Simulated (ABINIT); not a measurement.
# Converging GW for SiC (F-43m) in ABINIT, part 2 of 2

Aim: raise bands and screening cutoff together for SiC (F-43m) and follow gap and time.

ABINIT 10.8.3; LDA and many-body steps on it, plane waves. Known limits of the many-body steps: not at the basis limit.

So far. Step 3 (Screening, 6×6×6 mesh, 108 bands, screening to 203.5 eV): Local fields lower ε∞ by 8 %. Step 4 (108 bands, 203.5 eV): The gap on the mesh goes from 1.33 eV to 2.23 eV, a correction of +0.90 eV.

## Step 6: 162 bands, 269.4 eV

This step: G0W0 on LDA, plane waves, norm-conserving pseudopotentials.

Input file run.abi:

```
acell 3*1.0 Angstrom
rprim 
  -0.000000000000 2.179000000000 2.179000000000
  2.179000000000 -0.000000000000 2.179000000000
  2.179000000000 2.179000000000 -0.000000000000
ntypat 2
znucl 14 6
natom 2
typat 1 2
xred 
  0.000000000000 0.000000000000 0.000000000000
  0.250000000000 0.250000000000 0.250000000000
pp_dirpath "pseudos"
pseudos "Si.upf, C.upf"
ecut 37
ngkpt 6 6 6
nshiftk 1
shiftk 0 0 0
kptopt 1
chksymbreak 0
istwfk *1
occopt 1
irdwfk 1
optdriver 4
nband 162
gwcalctyp 0
ecutsigx 37
symsigma 1
nkptgw 3
kptgw 
  0.0000000000 0.0000000000 0.0000000000
  0.5000000000 0.5000000000 0.0000000000
  0.5000000000 0.0000000000 0.0000000000
bdgw 
  2 8
  3 6
  3 7
ecuteps 9.9
irdscr 1
ppmodel 1
indata_prefix "in"
outdata_prefix "out"
tmpdata_prefix "tmp"
```

Launch:

```sh
$ OMP_NUM_THREADS=1 mpirun -n 4 abinit run.abi > log
```

The log of the run:

```text
.Version 10.8.3 of ABINIT. v10.8.2 released Aug 2026.

 Symmetries : space group F-4 3 m (#216); Bravais cF (face-center cubic)
[... echo of the input left out ...]
== DATASET  1 ==================================================================
-   mpi_nproc: 4, omp_nthreads: 1 (-1 if OMP is not activated)

--- !DatasetInfo
iteration_state: {dtset: 1, }
dimensions: {natom: 2, nkpt: 16, mband: 162, nsppol: 1, nspinor: 1, nspden: 1, mpw: 1524, }
cutoff_energies: {ecut:  37.0, pawecutdg:  -1.0, }
electrons: {nelect:   8.00000000E+00, charge:   0.00000000E+00, occopt:   1.00000000E+00, tsmear:   1.00000000E-02, }

 SIGMA: Calculation of the GW corrections

 Based on a program developped by R.W. Godby, V. Olevano, G. Onida, and L. Reining.
 Incorporated in ABINIT by V. Olevano, G.-M. Rignanese, and M. Torrent.
.Using double precision arithmetic ; gwpc =  8

[... cell and pseudopotentials left out ...]
--------------------------------------------------------------------------------

 ==== K-mesh for the wavefunctions ====
 Number of points in the irreducible wedge :    16
[... list of points left out ...]
 Together with 24 symmetry operations and time-reversal symmetry
 yields   216 points in the full Brillouin Zone.

 ==== Q-mesh for screening function ====
 Number of points in the irreducible wedge :    16
[... list of points left out ...]
 Together with 24 symmetry operations and time-reversal symmetry
 yields   216 points in the full Brillouin Zone.

 vcoul_init : cutoff-mode = AUXILIARY_FUNCTION
 q-points for optical limit:   1
     1)      0.000010    0.000020    0.000030
 setmesh: FFT mesh size selected  =    32x   32x   32
          total number of points  =        32768

 Number of electrons calculated from density =    8.0000; Expected =    8.0000
[...]
number of plane-waves for wavefunctions          1459
 number of bands                                   162
 number of q-points in IBZ                          16
 number of frequencies                               2
 number of real frequencies                          1
 number of imag frequencies                          1

 matrix elements of self-energy operator (all in [eV])

 Perturbative Calculation

--- !SelfEnergy_ee
iteration_state: {dtset: 1, }
kpoint     : [   0.000,    0.000,    0.000, ]
spin       : 1
KS_gap     :    6.285
QP_gap     :    7.252
Delta_QP_KS:    0.966
data: !SigmaeeData |
     Band     E0 <VxcDFT>   SigX SigC(E0)      Z dSigC/dE  Sig(E)    E-E0       E
        2   7.107 -14.825 -17.542   1.811   0.791  -0.265 -15.541  -0.716   6.391
        3   7.107 -14.825 -17.542   1.811   0.791  -0.265 -15.541  -0.716   6.391
        4   7.107 -14.825 -17.542   1.811   0.791  -0.265 -15.541  -0.716   6.391
[...]
--- !SelfEnergy_ee
iteration_state: {dtset: 1, }
kpoint     : [   0.500,    0.500,    0.000, ]
spin       : 1
KS_gap     :    4.526
QP_gap     :    5.704
Delta_QP_KS:    1.178
data: !SigmaeeData |
     Band     E0 <VxcDFT>   SigX SigC(E0)      Z dSigC/dE  Sig(E)    E-E0       E
[...]
--- !SelfEnergy_ee
iteration_state: {dtset: 1, }
kpoint     : [   0.500,    0.000,    0.000, ]
spin       : 1
KS_gap     :    6.446
QP_gap     :    7.557
Delta_QP_KS:    1.111
data: !SigmaeeData |
     Band     E0 <VxcDFT>   SigX SigC(E0)      Z dSigC/dE  Sig(E)    E-E0       E
[...]
6  14.259 -11.096  -5.446  -5.157   0.808  -0.237 -10.698   0.398  14.656
        7  14.259 -11.096  -5.446  -5.157   0.808  -0.237 -10.698   0.398  14.656

== END DATASET(S) ==============================================================
================================================================================

 -outvars: echo values of variables after computation  --------
           etotal      0.0000000000E+00
            nband         162
             nkpt          16
          spgroup         216
 [... the other variables as echoed above ...]

 Calculation completed.
```

It took 29 s on 4 MPI ranks of Arm Neoverse V1, shared host; peak memory 1.1 GiB; 1.9 min of CPU time.

This step gave:

```
G0W0 gap on the points computed              : 2.266 eV
starting gap on the mesh                     : 1.327 eV
k of the valence top                         : 0, 0, 0
k of the conduction bottom                   : 0.5, 0.5, 0
Z at the valence top                         : 0.791
Z at the conduction bottom                   : 0.819
least direct G0W0 gap on the computed points : 5.704 eV
```

Against G0W0 in ABINIT (6×6×6 mesh, 108 bands, screening to 203.5 eV, Godby-Needs plasmon pole), the gap moves by +0.039 eV.

## Step 7: Screening, 6×6×6 mesh, 248 bands, screening to 359.2 eV

This step: RPA screening on LDA, plane waves, norm-conserving pseudopotentials.

Changes to run.abi since step 6:

```diff
@@ -23,19 +23,8 @@
 irdwfk 1
-optdriver 4
-nband 162
-gwcalctyp 0
-ecutsigx 37
-symsigma 1
-nkptgw 3
-kptgw 
-  0.0000000000 0.0000000000 0.0000000000
-  0.5000000000 0.5000000000 0.0000000000
-  0.5000000000 0.0000000000 0.0000000000
-bdgw 
-  2 8
-  3 6
-  3 7
-ecuteps 9.9
-irdscr 1
-ppmodel 1
+optdriver 3
+nband 248
+ecuteps 13.2
+inclvkb 2
+awtr 1
+symchi 1
 indata_prefix "in"
```

The log of the run:

```text
.Version 10.8.3 of ABINIT. v10.8.2 released Aug 2026.

 Symmetries : space group F-4 3 m (#216); Bravais cF (face-center cubic)
[... echo of the input left out ...]
== DATASET  1 ==================================================================
-   mpi_nproc: 4, omp_nthreads: 1 (-1 if OMP is not activated)

--- !DatasetInfo
iteration_state: {dtset: 1, }
dimensions: {natom: 2, nkpt: 16, mband: 248, nsppol: 1, nspinor: 1, nspden: 1, mpw: 1524, }
cutoff_energies: {ecut:  37.0, pawecutdg:  -1.0, }
[...]
--------------------------------------------------------------------------------
[... chi0 elements left out ...]
 For q-point:  0.000010 0.000020 0.000030
  dielectric constant =   7.1940
  dielectric constant without local fields =   7.8571

  Average fulfillment of the sum rule on Im[epsilon] for q-point    1 :     97.03  [%]
[... wings left out ...]
  q-point number  2        q = ( 0.166667, 0.000000, 0.000000) [r.l.u.]
--------------------------------------------------------------------------------
[... chi0 elements left out ...]
  Average fulfillment of the sum rule on Im[epsilon] for q-point    2 :     97.96  [%]

 [... 14 further q-points ...]
```

Elapsed: 2.5 min, on 4 MPI ranks; peak memory 1.6 GiB; 9.8 min of CPU time.

This step gave:

* ε∞ with local fields, on this mesh, along the program's q direction: 7.194
* the same without local fields: 7.857
* plasma frequency: 23.09 eV
* plane waves in the screening matrix: 331

## Step 8: 248 bands, 359.2 eV

This step: G0W0 on LDA, plane waves, norm-conserving pseudopotentials.

Changes to run.abi since step 7:

```diff
@@ -23,8 +23,19 @@
 irdwfk 1
-optdriver 3
+optdriver 4
 nband 248
+gwcalctyp 0
+ecutsigx 37
+symsigma 1
+nkptgw 3
+kptgw 
+  0.0000000000 0.0000000000 0.0000000000
+  0.5000000000 0.5000000000 0.0000000000
+  0.5000000000 0.0000000000 0.0000000000
+bdgw 
+  2 8
+  3 6
+  3 7
 ecuteps 13.2
-inclvkb 2
-awtr 1
-symchi 1
+irdscr 1
+ppmodel 1
 indata_prefix "in"
```

The log of the run:

```text
.Version 10.8.3 of ABINIT. v10.8.2 released Aug 2026.

 Symmetries : space group F-4 3 m (#216); Bravais cF (face-center cubic)
[... echo of the input left out ...]
== DATASET  1 ==================================================================
-   mpi_nproc: 4, omp_nthreads: 1 (-1 if OMP is not activated)

--- !DatasetInfo
iteration_state: {dtset: 1, }
dimensions: {natom: 2, nkpt: 16, mband: 248, nsppol: 1, nspinor: 1, nspden: 1, mpw: 1524, }
cutoff_energies: {ecut:  37.0, pawecutdg:  -1.0, }
[...]
Band     E0 <VxcDFT>   SigX SigC(E0)      Z dSigC/dE  Sig(E)    E-E0       E
[...]
6  14.259 -11.096  -5.446  -5.185   0.808  -0.238 -10.721   0.375  14.634
        7  14.259 -11.096  -5.446  -5.185   0.808  -0.238 -10.721   0.375  14.634

== END DATASET(S) ==============================================================
================================================================================

 -outvars: echo values of variables after computation  --------
           etotal      0.0000000000E+00
            nband         248
             nkpt          16
          spgroup         216
 [... the other variables as echoed above ...]

 Calculation completed.
```

Wall time 2.1 min (4 MPI ranks); peak memory 1.8 GiB; 8.3 min of CPU time.

This step gave:

| Quantity | Value |
| --- | --- |
| G0W0 gap on the points computed | 2.3 eV |
| starting gap on the mesh | 1.327 eV |
| k of the valence top | 0, 0, 0 |
| k of the conduction bottom | 0.5, 0.5, 0 |
| least direct G0W0 gap on the computed points | 5.723 eV |

Against G0W0 in ABINIT (6×6×6 mesh, 162 bands, screening to 269.4 eV, Godby-Needs plasmon pole), the gap moves by +0.034 eV.

## Step 9: Screening, 6×6×6 mesh, 365 bands, screening to 466.9 eV

This step: RPA screening on LDA, plane waves, norm-conserving pseudopotentials.

Changes to run.abi since step 8:

```diff
@@ -23,19 +23,8 @@
 irdwfk 1
-optdriver 4
-nband 248
-gwcalctyp 0
-ecutsigx 37
-symsigma 1
-nkptgw 3
-kptgw 
-  0.0000000000 0.0000000000 0.0000000000
-  0.5000000000 0.5000000000 0.0000000000
-  0.5000000000 0.0000000000 0.0000000000
-bdgw 
-  2 8
-  3 6
-  3 7
-ecuteps 13.2
-irdscr 1
-ppmodel 1
+optdriver 3
+nband 365
+ecuteps 17.16
+inclvkb 2
+awtr 1
+symchi 1
 indata_prefix "in"
```

The log of the run:

```text
.Version 10.8.3 of ABINIT. v10.8.2 released Aug 2026.

 Symmetries : space group F-4 3 m (#216); Bravais cF (face-center cubic)
[... echo of the input left out ...]
== DATASET  1 ==================================================================
-   mpi_nproc: 4, omp_nthreads: 1 (-1 if OMP is not activated)

--- !DatasetInfo
iteration_state: {dtset: 1, }
dimensions: {natom: 2, nkpt: 16, mband: 365, nsppol: 1, nspinor: 1, nspden: 1, mpw: 1524, }
cutoff_energies: {ecut:  37.0, pawecutdg:  -1.0, }
[...]
--------------------------------------------------------------------------------
[... chi0 elements left out ...]
 For q-point:  0.000010 0.000020 0.000030
  dielectric constant =   7.1939
  dielectric constant without local fields =   7.8571

  Average fulfillment of the sum rule on Im[epsilon] for q-point    1 :     97.91  [%]
[... wings left out ...]
  q-point number  2        q = ( 0.166667, 0.000000, 0.000000) [r.l.u.]
--------------------------------------------------------------------------------
[... chi0 elements left out ...]
  Average fulfillment of the sum rule on Im[epsilon] for q-point    2 :     98.27  [%]

 [... 14 further q-points ...]
```

Run time: 6.4 min. Hardware: 4 MPI ranks; peak memory 2.7 GiB.

Numbers from this step:

* ε∞ with local fields, on this mesh, along the program's q direction: 7.194
* the same without local fields: 7.857
* plasma frequency: 23.09 eV
* plane waves in the screening matrix: 459

## Step 10: 365 bands, 466.9 eV

This step: G0W0 on LDA, plane waves, norm-conserving pseudopotentials.

Changes to run.abi since step 9:

```diff
@@ -23,8 +23,19 @@
 irdwfk 1
-optdriver 3
+optdriver 4
 nband 365
+gwcalctyp 0
+ecutsigx 37
+symsigma 1
+nkptgw 3
+kptgw 
+  0.0000000000 0.0000000000 0.0000000000
+  0.5000000000 0.5000000000 0.0000000000
+  0.5000000000 0.0000000000 0.0000000000
+bdgw 
+  2 8
+  3 6
+  3 7
 ecuteps 17.16
-inclvkb 2
-awtr 1
-symchi 1
+irdscr 1
+ppmodel 1
 indata_prefix "in"
```

The log of the run:

```text
.Version 10.8.3 of ABINIT. v10.8.2 released Aug 2026.

 Symmetries : space group F-4 3 m (#216); Bravais cF (face-center cubic)
[... echo of the input left out ...]
== DATASET  1 ==================================================================
-   mpi_nproc: 4, omp_nthreads: 1 (-1 if OMP is not activated)

--- !DatasetInfo
iteration_state: {dtset: 1, }
dimensions: {natom: 2, nkpt: 16, mband: 365, nsppol: 1, nspinor: 1, nspden: 1, mpw: 1524, }
cutoff_energies: {ecut:  37.0, pawecutdg:  -1.0, }
[...]
Band     E0 <VxcDFT>   SigX SigC(E0)      Z dSigC/dE  Sig(E)    E-E0       E
[...]
6  14.259 -11.096  -5.446  -5.199   0.808  -0.238 -10.732   0.364  14.622
        7  14.259 -11.096  -5.446  -5.199   0.808  -0.238 -10.732   0.364  14.622

== END DATASET(S) ==============================================================
================================================================================

 -outvars: echo values of variables after computation  --------
           etotal      0.0000000000E+00
            nband         365
             nkpt          16
          spgroup         216
 [... the other variables as echoed above ...]

 Calculation completed.
```

Wall time 5.8 min (4 MPI ranks); peak memory 3 GiB; 23 min of CPU time.

This step gave:

| Property | Result |
| --- | --- |
| G0W0 gap on the points computed | 2.315 eV |
| starting gap on the mesh | 1.327 eV |
| k of the valence top | 0, 0, 0 |
| k of the conduction bottom | 0.5, 0.5, 0 |
| least direct G0W0 gap on the computed points | 5.73 eV |

Against G0W0 in ABINIT (6×6×6 mesh, 248 bands, screening to 359.2 eV, Godby-Needs plasmon pole), the gap moves by +0.015 eV.

## Step 11: Screening, 6×6×6 mesh, 529 bands, screening to 598.7 eV

This step: RPA screening on LDA, plane waves, norm-conserving pseudopotentials.

Changes to run.abi since step 10:

```diff
@@ -23,19 +23,8 @@
 irdwfk 1
-optdriver 4
-nband 365
-gwcalctyp 0
-ecutsigx 37
-symsigma 1
-nkptgw 3
-kptgw 
-  0.0000000000 0.0000000000 0.0000000000
-  0.5000000000 0.5000000000 0.0000000000
-  0.5000000000 0.0000000000 0.0000000000
-bdgw 
-  2 8
-  3 6
-  3 7
-ecuteps 17.16
-irdscr 1
-ppmodel 1
+optdriver 3
+nband 529
+ecuteps 22
+inclvkb 2
+awtr 1
+symchi 1
 indata_prefix "in"
```

The log of the run:

```text
.Version 10.8.3 of ABINIT. v10.8.2 released Aug 2026.

 Symmetries : space group F-4 3 m (#216); Bravais cF (face-center cubic)
[... echo of the input left out ...]
== DATASET  1 ==================================================================
-   mpi_nproc: 4, omp_nthreads: 1 (-1 if OMP is not activated)

--- !DatasetInfo
iteration_state: {dtset: 1, }
dimensions: {natom: 2, nkpt: 16, mband: 529, nsppol: 1, nspinor: 1, nspden: 1, mpw: 1524, }
cutoff_energies: {ecut:  37.0, pawecutdg:  -1.0, }
[...]
--------------------------------------------------------------------------------
[... chi0 elements left out ...]
 For q-point:  0.000010 0.000020 0.000030
  dielectric constant =   7.1937
  dielectric constant without local fields =   7.8571

  Average fulfillment of the sum rule on Im[epsilon] for q-point    1 :     98.37  [%]
[... wings left out ...]
  q-point number  2        q = ( 0.166667, 0.000000, 0.000000) [r.l.u.]
--------------------------------------------------------------------------------
[... chi0 elements left out ...]
  Average fulfillment of the sum rule on Im[epsilon] for q-point    2 :     98.47  [%]

 [... 14 further q-points ...]
```

Run time: 19 min. Hardware: 4 MPI ranks; peak memory 4 GiB; 75 min of CPU time.

Numbers from this step:

```yaml
eps_infinity_with_local_fields_on_this_mesh_along_the_program_s_q_direction: 7.194
the_same_without_local_fields: 7.857
plasma_frequency: 23.09 eV
plane_waves_in_the_screening_matrix: 701
```

## Step 12: 529 bands, 598.7 eV

This step: G0W0 on LDA, plane waves, norm-conserving pseudopotentials.

Changes to run.abi since step 11:

```diff
@@ -23,8 +23,19 @@
 irdwfk 1
-optdriver 3
+optdriver 4
 nband 529
+gwcalctyp 0
+ecutsigx 37
+symsigma 1
+nkptgw 3
+kptgw 
+  0.0000000000 0.0000000000 0.0000000000
+  0.5000000000 0.5000000000 0.0000000000
+  0.5000000000 0.0000000000 0.0000000000
+bdgw 
+  2 8
+  3 6
+  3 7
 ecuteps 22
-inclvkb 2
-awtr 1
-symchi 1
+irdscr 1
+ppmodel 1
 indata_prefix "in"
```

The log of the run:

```text
.Version 10.8.3 of ABINIT. v10.8.2 released Aug 2026.

 Symmetries : space group F-4 3 m (#216); Bravais cF (face-center cubic)
[... echo of the input left out ...]
== DATASET  1 ==================================================================
-   mpi_nproc: 4, omp_nthreads: 1 (-1 if OMP is not activated)

--- !DatasetInfo
iteration_state: {dtset: 1, }
dimensions: {natom: 2, nkpt: 16, mband: 529, nsppol: 1, nspinor: 1, nspden: 1, mpw: 1524, }
cutoff_energies: {ecut:  37.0, pawecutdg:  -1.0, }
[...]
Band     E0 <VxcDFT>   SigX SigC(E0)      Z dSigC/dE  Sig(E)    E-E0       E
[...]
6  14.259 -11.096  -5.446  -5.208   0.808  -0.238 -10.739   0.357  14.616
        7  14.259 -11.096  -5.446  -5.208   0.808  -0.238 -10.739   0.357  14.616

== END DATASET(S) ==============================================================
================================================================================

 -outvars: echo values of variables after computation  --------
           etotal      0.0000000000E+00
            nband         529
             nkpt          16
          spgroup         216
 [... the other variables as echoed above ...]

 Calculation completed.
```

Run time: 19 min. Hardware: 4 MPI ranks; peak memory 5 GiB; 77 min of CPU time.

This step gave:

```
G0W0 gap on the points computed              : 2.325 eV
starting gap on the mesh                     : 1.327 eV
k of the valence top                         : 0, 0, 0
k of the conduction bottom                   : 0.5, 0.5, 0
least direct G0W0 gap on the computed points : 5.737 eV
```

Against G0W0 in ABINIT (6×6×6 mesh, 365 bands, screening to 466.9 eV, Godby-Needs plasmon pole), the gap moves by +0.010 eV.

## Step 13: The runs together

Times are wall times on 4 MPI ranks of Arm Neoverse V1, shared host. The host was busy with other work, so they are no guide to cost. A run's time includes the screening step that it read.

| run | mesh | bands | screening cutoff (eV) | DFT gap (eV) | gap on the mesh (eV) | direct (eV) | ε∞ used | time |
| --- | --- | --- | --- | --- | --- | --- | --- | --- |
| 108 bands, 203.5 eV | 6×6×6 | 108 | 203.5 | 1.327 | 2.227 | 5.683 | 7.20 | 54 s |
| 162 bands, 269.4 eV | 6×6×6 | 162 | 269.4 | 1.327 | 2.266 | 5.704 | 7.20 | 99 s |
| 248 bands, 359.2 eV | 6×6×6 | 248 | 359.2 | 1.327 | 2.300 | 5.723 | 7.19 | 4.5 min |
| 365 bands, 466.9 eV | 6×6×6 | 365 | 466.9 | 1.327 | 2.315 | 5.730 | 7.19 | 12 min |
| 529 bands, 598.7 eV | 6×6×6 | 529 | 598.7 | 1.327 | 2.325 | 5.737 | 7.19 | 38 min |

## Step 14: Results

| Item | Value |
| --- | --- |
| 108 bands, 203.5 eV | 2.227 eV |
| 162 bands, 269.4 eV | 2.266 eV |
| 248 bands, 359.2 eV | 2.300 eV |
| 365 bands, 466.9 eV | 2.315 eV |
| 529 bands, 598.7 eV | 2.325 eV |
| known limits | not at the basis limit |

What this shows: From the first rung to the last the gap moves by +0.10 eV for 42 times the time. In the G0W0 runs levels were corrected at 3 k points alone, so a gap called «on the mesh» is the least over those, and an edge elsewhere would be missed.

[Paths, hosts, dates, memory and timing lines, banners, echoed tables and standing remarks are left out of the program output.]

[Logs are printed without paths, hosts, clocks, repeated set-up lines and the standing remarks that a program may print on its own settings, such as how far it seeks lower states.]

[Runs of the session that timed out or met a known fault of the program may be left out.]

[Hosts, paths, dates, database ids (printed as entryN), source tags and the programs' standing remarks are cut or masked in the printed files.]

[G0W0 gaps are taken among the corrected bands and points alone; a level outside them can change the order at an edge.]

[Where Ansatz stands beside ABINIT at settings called matched, ABINIT's density can come from a denser mesh and the files from another edition; pairs whose starting gaps differed by over 0.03 eV were left out, so agreement reads better than it is.]
